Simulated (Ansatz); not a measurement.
# HfO2: stiffness from a series of strains

```
CELL_PARAMETERS angstrom
0.00000 2.55750 2.55750
2.55750 0.00000 2.55750
2.55750 2.55750 0.00000
ATOMIC_POSITIONS crystal
Hf 0.00000 0.00000 0.00000
O 0.25000 0.25000 0.25000
O 0.75000 0.75000 0.75000
```

Atoms are numbered in the order listed.

The cell is COD entry 9009016, as deposited and not checked against the literature; nothing was relaxed.

No spin–orbit coupling, which matters for the heavy atoms here.

All numbers below come from Ansatz 0.2.0, DFT, PBE, all-electron LAPW, scalar-relativistic.

Numerical set-up: a Γ-centred 9×9×9 k mesh, Fermi–Dirac smearing of 0.01 eV, basis error target 1 meV/atom, no spin polarisation.

The strain is applied along the Cartesian axes of the cell as listed (γ is the engineering shear, twice εxy = εyz = εzx). Fractional coordinates are held (clamped ions).

σ is the change of stress from the unstrained cell, which is at -2.46 GPa; tension is positive, so slopes are stress–strain coefficients at that pressure.

Only quantities that a quadratic follows smoothly over the whole series are listed; rougher ones are left out.

| γ | σxy (GPa) |
| --- | --- |
| -0.0300 | -2.93 |
| -0.0200 | -1.85 |
| 0.0000 | 0.00 |
| 0.0100 | 0.79 |
| 0.0200 | 1.49 |
| 0.0300 | 2.13 |

**Question.** Fit the series and read off the stiffness at zero strain.

**Answer.** Least-squares fits y = p0 + p1 x + p2 x² to the rows give σxy (GPa): p1 = 84.1, p2 = -440. So C44 (clamped ions) = 84 GPa.

**Question.** One run, at γ = -0.0100, is withheld. Predict its row.

**Answer.** The fits give -0.89; the run gave -0.87.
